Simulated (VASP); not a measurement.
# Li15S8 (a cell with a defect) in VASP: notebook

Runs on Li15S8 (a cell with a defect). Level: PBE. Tasks: single point.

Program: VASP 6.6.1. These are calculated values, not measurements. Logs are shortened: lines on timing, memory, paths and dates and some standing lists are left out, and cuts for length are marked.

## Step 1: Starting point

The cell holds a defect, 23 atoms: a = 8.072 Å, b = 8.072 Å, c = 8.072 Å, α = 60.00°, β = 60.00°, γ = 60.00°.

## Step 2: Single point, PBE

INCAR

```
PREC = Accurate ; ENCUT = 520
EDIFF = 1E-7 ; ISMEAR = -1
SIGMA = 0.05 ; LREAL = Auto
LASPH = True ; NELM = 100
ALGO = Fast ; ISIF = 2
LWAVE = False ; LCHARG = True
GGA = PE ; LELF = True
LVHAR = True ; NBANDS = 64
NELECT = 94.0
```

KPOINTS

```
regular mesh
0
Gamma
  2 2 2
```

POSCAR

```
Li15S8
1.0
    0.0000000000      5.7080000000      5.7080000000
    5.7080000000      0.0000000000      5.7080000000
    5.7080000000      5.7080000000      0.0000000000
Li S
15 8
Direct
    0.1277330063      0.1674141556      0.1079362299
    0.1653468816      0.0882620883      0.6277855641
    0.3184215137      0.4538279608      0.8692098809
    0.1563770147      0.5991590750      0.1129117029
    0.3596881570      0.8579887877      0.4526103714
    0.1100735809      0.6030483532      0.6396811493
    0.3901892081      0.9012964261      0.9151016118
    0.6600122635      0.1046163280      0.1376751927
    0.8537754029      0.3885861948      0.3796513665
    0.6270585144      0.0935441486      0.7197880168
    0.8134285214      0.3629905396      0.9171250876
    0.5836107218      0.6459793273      0.1512701472
    0.8796864050      0.8906184303      0.3590311843
    0.6589435879      0.5927032235      0.6013227050
    0.8676594254      0.8533461808      0.9012613875
    0.0148563420      0.0253153469     -0.0356867554
    0.0196741416     -0.0276979678      0.5122459706
   -0.0449018921      0.5181499650      0.0057288017
   -0.0356955151      0.4791082691      0.5122547302
    0.4674667134      0.0585669236      0.0311843027
    0.5006657323     -0.0165907498      0.5510686755
    0.4736597758      0.5308601962      0.0149176594
    0.4623072880      0.4855728802      0.5469604064
```

Potentials or basis: VASP PAW PBE potentials, release 64 (Li_sv, S).

Command:

```console
$ cat potpaw_PBE.64/Li_sv/POTCAR potpaw_PBE.64/S/POTCAR > POTCAR
$ mpirun -np 1 vasp_std > vasp.out
```

OUTCAR:

```text
PREC = Accurate
   ENCUT = 520
   EDIFF = 1E-7
   ISMEAR = -1
   LREAL = Auto
   LASPH = True
   NELM = 100
   ISIF = 2
   GGA = PE
   NELECT = 94.0

 ion  position               nearest neighbor table
   1  0.128  0.167  0.108-  20 2.26  18 2.35  16 2.63  17 2.70
   2  0.165  0.088  0.628-  21 2.23  16 2.25   5 2.33  17 2.49  19 2.63
   3  0.318  0.454  0.869-  23 2.19   4 2.27  18 2.43  22 2.51   6 2.56  20 2.63
   4  0.156  0.599  0.113-  22 2.12   3 2.27  18 2.62  19 2.67
   5  0.360  0.858  0.453-  17 2.28   2 2.33  21 2.41  23 2.48
   6  0.110  0.603  0.640-  23 2.33  18 2.43  17 2.45   3 2.56  19 2.62
   7  0.390  0.901  0.915-  20 2.33  21 2.43  10 2.46  12 2.48  22 2.48  16 2.55
   8  0.660  0.105  0.138-  20 2.35  16 2.37  11 2.39  13 2.52
   9  0.854  0.389  0.380-  19 2.21  14 2.44  18 2.47  23 2.60
  10  0.627  0.094  0.720-  20 2.12  15 2.43   7 2.46  23 2.64  17 2.65  21 2.68
  11  0.813  0.363  0.917-  22 2.27  16 2.32   8 2.39  18 2.56  19 2.67
  12  0.584  0.646  0.151-  22 2.38  18 2.46   7 2.48  23 2.62
  13  0.880  0.891  0.359-  17 2.49   8 2.52  21 2.54  16 2.60
  14  0.659  0.593  0.601-  19 2.02  23 2.43   9 2.44  21 2.64
  15  0.868  0.853  0.901-  18 2.22  10 2.43  16 2.56  17 2.57  20 2.70
  16  0.015  0.025  0.964-   2 2.25  11 2.32   8 2.37   7 2.55  15 2.56  13 2.60   1 2.63
  17  0.020  0.972  0.512-   5 2.28   6 2.45   2 2.49  13 2.49  15 2.57  10 2.65   1 2.70
  18  0.955  0.518  0.006-  15 2.22   1 2.35   6 2.43   3 2.43  12 2.46   9 2.47  11 2.56   4 2.62

  19  0.964  0.479  0.512-  14 2.02   9 2.21   6 2.62   2 2.63   4 2.67  11 2.67
  20  0.467  0.059  0.031-  10 2.12   1 2.26   7 2.33   8 2.35   3 2.63  15 2.70
  21  0.501  0.983  0.551-   2 2.23   5 2.41   7 2.43  13 2.54  14 2.64  10 2.68
  22  0.474  0.531  0.015-   4 2.12  11 2.27  12 2.38   7 2.48   3 2.51
  23  0.462  0.486  0.547-   3 2.19   6 2.33  14 2.43   5 2.48   9 2.60  12 2.62  10 2.64

  LATTYP: Found a face centered cubic cell.
 ALAT       =    11.4160000000

  Lattice vectors:

 A1 = (   0.0000000000,   5.7080000000,   5.7080000000)
 A2 = (   5.7080000000,   0.0000000000,   5.7080000000)
 A3 = (   5.7080000000,   5.7080000000,   0.0000000000)

Analysis of symmetry for initial positions (statically):
=====================================================================
 Subroutine PRICEL returns:
 Original cell was already a primitive cell.

 Routine SETGRP: Setting up the symmetry group for a
 face centered cubic supercell.

 Subroutine GETGRP returns: Found  1 space group operations
 (whereof  1 operations were pure point group operations)
 out of a pool of 48 trial point group operations.

The static configuration has the point symmetry C_1 .

Analysis of symmetry for dynamics (positions and initial velocities):
=====================================================================
 Subroutine PRICEL returns:
 Original cell was already a primitive cell.

 Routine SETGRP: Setting up the symmetry group for a
 face centered cubic supercell.

 Subroutine GETGRP returns: Found  1 space group operations
 (whereof  1 operations were pure point group operations)
 out of a pool of 48 trial point group operations.

The dynamic configuration has the point symmetry C_1 .

 Subroutine INISYM returns: Found  1 space group operations
 (whereof  1 operations are pure point group operations),
 and found     1 'primitive' translations

----------------------------------------------------------------------------------------

                                     Primitive cell

  volume of cell :     371.9477

  direct lattice vectors                    reciprocal lattice vectors
     0.000000000  5.708000000  5.708000000    -0.087596356  0.087596356  0.087596356
     5.708000000  0.000000000  5.708000000     0.087596356 -0.087596356  0.087596356
     5.708000000  5.708000000  0.000000000     0.087596356  0.087596356 -0.087596356

  length of vectors
     8.072331014  8.072331014  8.072331014     0.151721339  0.151721339  0.151721339

  position of ions in fractional coordinates (direct lattice)
     0.127733006  0.167414156  0.107936230
     0.165346882  0.088262088  0.627785564
     0.318421514  0.453827961  0.869209881
     0.156377015  0.599159075  0.112911703
     0.359688157  0.857988788  0.452610371
     0.110073581  0.603048353  0.639681149
[... 15 lines left out ...]
     0.473659776  0.530860196  0.014917659
     0.462307288  0.485572880  0.546960406

  ion indices of the primitive-cell ions
   primitive index   ion index
                 1           1
                 2           2
                 3           3
                 4           4
                 5           5
                 6           6
[... 15 lines left out ...]
                22          22
                23          23

----------------------------------------------------------------------------------------

 KPOINTS: regular mesh

Automatic generation of k-mesh.
 Grid dimensions read from file:
 generate k-points for:    2    2    2

 Generating k-lattice:

  Cartesian coordinates                     Fractional coordinates (reciprocal lattice)
    -0.043798178  0.043798178  0.043798178     0.500000000  0.000000000  0.000000000
     0.043798178 -0.043798178  0.043798178     0.000000000  0.500000000  0.000000000
     0.043798178  0.043798178 -0.043798178     0.000000000  0.000000000  0.500000000

  Length of vectors
     0.075860670  0.075860670  0.075860670

  Shift w.r.t. Gamma in fractional coordinates (k-lattice)
     0.000000000  0.000000000  0.000000000

 Subroutine IBZKPT returns following result:
 ===========================================

 Found      8 irreducible k-points:

 Following reciprocal coordinates:
            Coordinates               Weight
  0.000000  0.000000  0.000000      1.000000
  0.500000  0.000000  0.000000      1.000000
  0.000000  0.500000  0.000000      1.000000
  0.000000  0.000000  0.500000      1.000000
  0.500000  0.500000  0.500000      1.000000
  0.500000  0.500000  0.000000      1.000000
  0.000000  0.500000  0.500000      1.000000
  0.500000  0.000000  0.500000      1.000000
   k-points           NKPTS =      8   k-points in BZ     NKDIM =      8   number of bands    NBANDS=     64
   number of dos      NEDOS =    301   number of ions     NIONS =     23
   total plane-waves  NPLWV = 216000
   dimension x,y,z NGX =    60 NGY =   60 NGZ =   60
   dimension x,y,z NGXF=   120 NGYF=  120 NGZF=  120
   ions per type =              15   8
   NGX,Y,Z   is equivalent  to a cutoff of  12.36, 12.36, 12.36 a.u.
   NGXF,Y,Z  is equivalent  to a cutoff of  24.71, 24.71, 24.71 a.u.
 SYSTEM =  unknown system
   PREC   = accura    normal or accurate (medium, high low for compatibility)
   ISTART =      0    job   : 0-new  1-cont  2-samecut
   ICHARG =      2    charge: 1-file 2-atom 10-const
   ISPIN  =      1    spin polarized calculation?
   LNONCOLLINEAR =      F non collinear calculations
   LSORBIT =      F    spin-orbit coupling
   LASPH  =      T    aspherical Exc in radial PAW
   ENCUT  =  520.0 eV  38.22 Ry    6.18 a.u.  15.01 15.01 15.01*2*pi/ulx,y,z
   NELM   =    100;   NELMIN=  2; NELMDL= -5     # of ELM steps
   EDIFF  = 0.1E-06   stopping-criterion for ELM
   LREAL  =      T    real-space projection
   EDIFFG = 0.1E-05   stopping-criterion for IOM
   NSW    =      0    number of steps for IOM
   IBRION =     -1    ionic relax: 0-MD 1-quasi-New 2-CG
   NFREE  =      0    steps in history (QN), initial steepest desc. (CG)
   ISIF   =      2    stress and relaxation
   ISYM   =      2    0-nonsym 1-usesym 2-fastsym
   POTIM  = 0.5000    time-step for ionic-motion
   TEBEG  =    0.0;   TEEND  =   0.0 temperature during run
   PSTRESS=    0.0 pullay stress
   NELECT =      94.0000    total number of electrons
   NUPDOWN=      -1.0000    fix difference up-down
   EMIN   =  10.00;   EMAX   =-10.00  energy-range for DOS
   EFERMI =   0.00;   METHOD = LEGACY
   ISMEAR =    -1;   SIGMA  =   0.05  broadening in eV -4-tet -1-fermi 0-gaus
   EFERMI_NEDOS =   21; number of points for ismear=-14 and -15
   IALGO  =     68    algorithm
   IMIX   =      4    mixing-type and parameters
     AMIX     =   0.40;   BMIX     =  1.00
     AMIX_MAG =   1.60;   BMIX_MAG =  1.00
  volume/ion in A,a.u.               =      16.17       109.13
  Fermi-wavevector in a.u.,A,eV,Ry     =   1.035039  1.955941 14.576006  1.071306
  Thomas-Fermi vector in A             =   2.169363
   LORBIT       =      0    0 simple, 1 ext, 2 COOP (PROOUT), +10 PAW based schemes
   GGA     = PE    functional components
   LHFCALC =     F    Hartree Fock is set to
   AEXX    =    0.0000 exact exchange contribution
   IVDW    =     0    specifies the selected vdW correction
   LEPSILON=     F    determine dielectric tensor
   LRPA    =     F    only Hartree local field effects (RPA)
 non-spin polarized calculation
 RMM-DIIS sequential band-by-band and
  energy-cutoff  :      520.00
  volume of cell :      371.95
 maximum number of plane-waves:     10086
   NGX = 29   NGY = 29   NGZ = 29

 number of electron      94.0000007 magnetization

 Free energy of the ion-electron system (eV)
  ---------------------------------------------------
  ext. energy  EPLUGINS =         0.00000000
  ---------------------------------------------------
  free energy    TOTEN  =       -85.56378754 eV

  energy without entropy =      -85.56378754  energy(sigma->0) =      -85.56378754

 E-fermi :   3.2930     XC(G=0):  -8.4155

 val. band max:        2.0132427633   @ k =   0.0000   0.0000   0.0000
 cond. band min:       4.4018721296   @ k =   0.0000   0.0000   0.0000
 fundamental gap:      2.3886293663
 Fermi energy:         3.2930451209

 k-point     1 :       0.0000    0.0000    0.0000
  band No.  band energies     occupation
      1     -43.7151      2.00000
      2     -43.5591      2.00000
      3     -43.5457      2.00000
      4     -43.5292      2.00000
      5     -43.3903      2.00000
      6     -43.3234      2.00000
[... 485 lines left out ...]
     58       7.8147      0.00000
     59       7.8931      0.00000
 [bands above 59 left out]

------------------------ aborting loop because EDIFF is reached ----------------------------------------

  FORCE on cell =-STRESS in cart. coord.  units (eV):
  Direction    XX          YY          ZZ          XY          YZ          ZX
  --------------------------------------------------------------------------------------
  -------------------------------------------------------------------------------------
  Total       10.6803828     11.8954194      8.9445375     -2.0031294      1.5575312     -3.2451715
  in kB       46.0061098     51.2399209     38.5288974     -8.6285477      6.7091182    -13.9786858
  external PRESSURE =      45.2583094 kB  Pullay stress =       0.0000000 kB

 VOLUME and BASIS-vectors are now :
 -----------------------------------------------------------------------------
  energy-cutoff  :      520.00
  volume of cell :      371.95
      direct lattice vectors                 reciprocal lattice vectors
     0.000000000  5.708000000  5.708000000    -0.087596356  0.087596356  0.087596356
     5.708000000  0.000000000  5.708000000     0.087596356 -0.087596356  0.087596356
     5.708000000  5.708000000  0.000000000     0.087596356  0.087596356 -0.087596356

 POSITION                                       TOTAL-FORCE (eV/Angst)
 -----------------------------------------------------------------------------------
      1.57170      1.34520      1.68470         0.129205      0.000676     -0.664573
      4.08720      4.52720      1.44760         0.680460     -0.843685      0.354551
      7.55190      6.77900      4.40800        -0.335116      0.769328      0.063074
      4.06450      1.53710      4.31260         1.511386     -0.126042     -0.831676
      7.48090      4.63660      6.95050        -0.679509      0.059547      0.182752
      7.09350      4.27960      4.07050        -0.429955     -0.569660     -0.167818
[... 15 lines left out ...]
      3.11530      2.78880      5.73380        -0.668374      0.443704      0.437444
      5.89370      5.76090      5.41050        -0.701408     -0.085894      1.207463
 -----------------------------------------------------------------------------------
    total drift:                                0.010898     -0.002873     -0.006358

  FREE ENERGIE OF THE ION-ELECTRON SYSTEM (eV)
  ---------------------------------------------------
  free  energy   TOTEN  =       -85.5637875373 eV

  energy  without entropy=      -85.5637875372  energy(sigma->0) =      -85.56378754
```

Run time: 13 min. Hardware: 1 thread of AMD EPYC 9R14 (Zen 4), shared host; peak memory 0.49 GiB.

Results:

| Property | Result |
| --- | --- |
| Free energy | -85.5638 eV |
| Largest force | 2.431 eV/Å |
| Band gap on the k mesh | 2.39 eV, direct |

Forces in eV/Å, atoms in the order of the input:
```
Li   0.129  0.001 -0.665
Li   0.680 -0.844  0.355
Li  -0.335  0.769  0.063
Li   1.511 -0.126 -0.832
Li  -0.680  0.060  0.183
Li  -0.430 -0.570 -0.168
Li  -0.681 -0.764 -0.654
Li   0.827 -0.394 -0.575
Li  -0.425 -0.072 -0.577
Li  -1.046 -1.562  1.205
Li  -0.178 -0.261  1.035
Li   0.134  0.336 -0.537
Li   0.092  0.488 -0.344
Li   1.973 -1.013 -0.994
Li   0.266 -0.076  0.738
S    0.743  0.984 -1.196
S    0.591 -0.682 -0.349
S    0.035  0.557 -0.127
S   -0.623  1.253  1.789
S   -0.161  1.280 -0.720
S   -1.055  0.279  0.725
S   -0.668  0.444  0.437
S   -0.701 -0.086  1.207
```

Caveat: the k mesh is coarse (spacing up to 0.48 Å⁻¹), so the values aren't converged; the cell carries a net charge on a neutralising background, which shifts energy and pressure; the cell is charged against a uniform background, so pressure and absolute levels hang on convention; the cutoff is under 1.25 times the usual one of these potentials, so pressure, stress and relaxed cells hold a basis-set (Pulay) error.

## Step 3: Single point, PBE

INCAR

```
SYSTEM = Li15S8
PREC = Accurate
ENCUT = 520
EDIFF = 1E-7
ISMEAR = -1
SIGMA = 0.05
LREAL = Auto
LASPH = .True.
NELM = 100
ALGO = Fast
ISIF = 2
LWAVE = .False.
LCHARG = .True.
GGA = PE
LELF = .True.
LVHAR = .True.
NELECT = 94.0
NBANDS = 64
```

KPOINTS

```
Automatic mesh
0
Gamma
  2 2 2
  0 0 0
```

POSCAR

```
Li15S8
1.0
    0.0000000000      5.7080000000      5.7080000000
    5.7080000000      0.0000000000      5.7080000000
    5.7080000000      5.7080000000      0.0000000000
Li S
15 8
Direct
    0.1268658024      0.0999737211      0.1648125438
    0.1118868255      0.1778994394      0.5918622985
    0.3954449895      0.3829362299      0.8947442186
    0.1081114226      0.6834092502      0.0743342677
    0.3756569727      0.9034775753      0.3828398739
    0.1326296426      0.5156184303      0.6439120533
    0.3537578837      0.8558952348      0.9412491240
    0.6080063069      0.1168009811      0.2071829012
    0.8497810091      0.3246583742      0.4250613174
    0.5865189208      0.1231517169      0.6496583742
    0.8459793273      0.3885336370      0.9268482831
    0.5459355291      0.6141555711      0.2210056062
    0.9067711983      0.8836632796      0.3772337071
    0.5861948143      0.6279257183      0.6402768045
    0.8413629993      0.8788717589      0.8915206727
    0.0144971969      0.0430185704     -0.0239576034
   -0.0082077786     -0.0393570427      0.5363437281
   -0.0321128241      0.5099684653      0.0126313945
   -0.0550367905      0.4832778556      0.5300718290
    0.4817799580      0.0569201121      0.0355816398
    0.5429922915     -0.0735283812      0.5641205326
    0.4583829713      0.5012351086      0.0507620883
    0.4791082691      0.4633234057      0.5554046952
```

Potentials or basis: VASP PAW PBE potentials, release 64 (Li_sv, S).

Command:

```console
$ cat potpaw_PBE.64/Li_sv/POTCAR potpaw_PBE.64/S/POTCAR > POTCAR
$ mpirun -np 1 vasp_std > vasp.out
```

Run time: 11 min. Hardware: 1 thread of AMD EPYC 9R45 (Zen 5), shared host; peak memory 0.49 GiB.

The run converged. Its results:

| Item | Value |
| --- | --- |
| Free energy | -85.8077 eV |
| Largest force | 2.289 eV/Å |
| Band gap on the k mesh | 2.65 eV, direct |

Forces on the atoms (eV/Å):
```
Li   0.342 -0.427  0.610
Li  -0.802  1.398 -0.603
Li   0.441 -0.532 -0.257
Li  -0.131  0.463 -0.795
Li   0.332  0.443 -0.583
Li   0.321  0.150  0.433
Li  -0.471 -0.108  0.728
Li   0.172 -0.271  0.431
Li   0.222 -0.430  0.438
Li   0.019  0.302 -0.069
Li  -0.251 -0.983 -0.515
Li  -0.823 -0.144  0.275
Li  -0.643 -0.447 -1.212
Li  -0.832  1.117 -0.742
Li   0.026  0.027 -0.049
S    0.151  0.527 -1.144
S    0.378  0.351  1.312
S    0.662  0.711  0.303
S    0.671 -0.800  0.933
S   -1.294  0.690 -1.451
S    0.911 -1.921  0.849
S    0.322  0.322  0.514
S    0.276 -0.439  0.593
```

Levels at points of the mesh, in eV from the valence-band top:
| k point | band 45 | band 46 | band 47 | band 48 | band 49 | band 50 |
| --- | --- | --- | --- | --- | --- | --- |
| (0.00, 0.00, 0.00) | -0.48 | -0.23 | 0.00 | 2.65 | 2.99 | 3.19 |
| (0.50, 0.00, 0.00) | -0.55 | -0.39 | -0.25 | 3.48 | 3.88 | 4.14 |
| (0.00, 0.50, 0.00) | -0.56 | -0.41 | -0.04 | 3.79 | 4.01 | 4.21 |
| (0.00, 0.00, 0.50) | -0.69 | -0.56 | -0.25 | 3.54 | 4.12 | 4.15 |
| (0.50, 0.50, 0.50) | -0.62 | -0.34 | -0.12 | 3.59 | 3.93 | 4.06 |
| (0.50, 0.50, 0.00) | -0.70 | -0.55 | -0.33 | 3.82 | 4.14 | 4.36 |
| (0.00, 0.50, 0.50) | -0.65 | -0.57 | -0.31 | 3.70 | 4.03 | 4.48 |
| (0.50, 0.00, 0.50) | -0.84 | -0.47 | -0.24 | 3.63 | 4.02 | 4.42 |

Caveat: the k mesh is coarse (spacing up to 0.48 Å⁻¹), so the values aren't converged; the cell carries a net charge on a neutralising background, which shifts energy and pressure; the cell is charged against a uniform background, so pressure and absolute levels hang on convention; the cutoff is under 1.25 times the usual one of these potentials, so pressure, stress and relaxed cells hold a basis-set (Pulay) error.
